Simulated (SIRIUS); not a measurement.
# SrO under changes of volume

One of the cells (17.239 Å³/atom); the others are scaled copies at fixed shape and fractional positions:

```
Sr O
1.0
     0.00000    2.58330    2.58330
     2.58330    0.00000    2.58330
     2.58330    2.58330    0.00000
Sr O
1 1
Direct
  0.50000 0.50000 0.50000
  0.00000 0.00000 0.00000
```

```yaml
Program: SIRIUS 7.10.0
Functional: PBE
Potentials_or_basis: PseudoDojo 0.4.1 PBE standard (scalar relativistic)
Cutoff: 1152 eV
Density_cutoff: 4606 eV
k_mesh: 9 × 9 × 9
Occupations: fermi-dirac, width 0.05 eV
Spin: no spin polarisation
```

```csv
volume (Å³/atom),energy over the lowest point (meV/atom),pressure (GPa),gap on the mesh (eV)
15.887,?,?,?
16.225,27.54,7.5,3.36
16.563,14.16,5.2,3.37
17.239,0.84,1.2,3.38
17.577,0.00,-0.4,3.39
17.915,2.52,-2.0,3.39
```

Question: What does the run at 15.887 Å³/atom give?

Answer: Energy over the lowest point 46.07 meV/atom; pressure 10.1 GPa; gap on the mesh 3.34 eV.

Worked out: A Birch-Murnaghan fit of order 3 (a polynomial in V^(-2/3)) to the other rows has its minimum at 17.49 Å³/atom with B0 = V·E''(V) = 85 GPa and B' = 4.5. It gives 46.09 meV/atom at 15.887 Å³/atom, against the run's 46.07, and -dE/dV = 10.1 GPa, against 10.1. A straight line through the other rows of the gap, of slope 0.311 eV per unit of ln V, extrapolates to 3.36 eV, against the run's 3.34.

Energies are extrapolated to zero smearing.

Caveats: an odd mesh through Γ misses points on the zone boundary, where band edges often lie. Spin-orbit coupling on Sr is left out.
